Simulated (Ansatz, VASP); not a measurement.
**MgO in VASP and in Ansatz**

Contents of INCAR:

```
ALGO = Normal
EDIFF = 1E-6
ENCUT = 520
GGA = PE
ISIF = 2
ISMEAR = 0
LASPH = T
LCHARG = F
LREAL = F
LWAVE = F
NBANDS = 16
NELM = 100
PREC = Accurate
SIGMA = 0.01
```

Contents of KPOINTS:

```
k-points
0
Gamma
  9 9 4
```

POSCAR

```
MgO
1.0
    3.2803803388      0.0000000000      0.0000000000
   -1.6401901694      2.8408927075      0.0000000000
    0.0000000000      0.0000000000      5.0723904785
Mg O
2 2
Direct
    0.3333333333      0.6666666667     -0.0083264846
    0.6666666667      0.3333333333      0.4916735154
    0.3333333333      0.6666666667      0.3833264846
    0.6666666667      0.3333333333      0.8833264846
```

Input for Ansatz:

```yaml
crystal:
  lattice:
    - [3.2803803388, 0.0, 0.0]
    - [-1.6401901694, 2.8408927075, 0.0]
    - [0.0, 0.0, 5.0723904785]
  atoms:
    - { symbol: Mg, position: [0.3333333333, 0.6666666667, -0.0083264846] }
    - { symbol: Mg, position: [0.6666666667, 0.3333333333, 0.4916735154] }
    - { symbol: O, position: [0.3333333333, 0.6666666667, 0.3833264846] }
    - { symbol: O, position: [0.6666666667, 0.3333333333, 0.8833264846] }
kpoints:
  mp_grid: { grid: [9, 9, 4] }
hamiltonian:
  xc: pbe
scf:
  occupations: { method: fixed }
  n_extra_bands: 5
output:
  forces: true
  stress: true
  eigenvalues: true
```

Alike in both runs: task single point; functional PBE; k mesh 9 × 9 × 4; no spin polarisation.

|  | VASP | Ansatz |
| --- | --- | --- |
| version | VASP 6.6.1 | Ansatz 0.2.0 |
| potentials or method | VASP PAW PBE potentials, release 64 (Mg, O) | plane waves, PAW |
| plane-wave cutoff (eV) | 520 | 420 |
| occupations | gaussian, width 0.01 eV | fixed |
| valence electrons in the cell | 16 | 32 |

|  | VASP | Ansatz | Ansatz less VASP |
| --- | --- | --- | --- |
| gap on the k mesh at the Fermi level (eV) | 3.56 | 3.58 | +0.018 |
| pressure (GPa) | 3.3 | 3.7 | +0.41 |
| largest component of the traceless stress (GPa) | 0.30 | 0.32 | +0.021 |
| rms of the force components (eV/Å) | 0.011 | 0.012 | +0.0004 |

Atom by atom the forces differ by 0.000 eV/Å (rms over components). The two sets of potentials don't hold the same shells in valence.

A hybrid or GW would open this gap; PBE tends to underestimate it.
